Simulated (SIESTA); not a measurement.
Crystal: Ru.

```
Ru
1.0
     2.70580    0.00000    0.00000
    -1.35290    2.34329    0.00000
     0.00000    0.00000    4.28190
Ru
2
Direct
  0.66667 0.33333 0.75000
  0.33333 0.66667 0.25000
```

Base run:

* Program: SIESTA 5.4.2
* Functional: PBE
* Potentials or basis: PseudoDojo 0.4 standard (PBE files)
* Basis: DZDP (energy shift 0.003 Ry; two zetas on semicore shells)
* Grid cutoff: 800 Ry
* Energy shift: 0.003 Ry
* k mesh: 11 × 11 × 6
* Occupations: fermi-dirac, width 0.05 eV
* Spin: no spin polarisation

Its results: band gap on the k mesh none (metal or under the smearing width); pressure 8.5 GPa.

The run is repeated on the same cell with these changes: basis from DZDP (energy shift 0.003 Ry; two zetas on semicore shells) to TZP (energy shift 0.003 Ry; two zetas on semicore shells). What comes out?

Band gap on the k mesh none (metal or under the smearing width); pressure 7.4 GPa.

Caveats: the basis of atomic orbitals isn't converged, which shifts pressures, moduli and gaps.
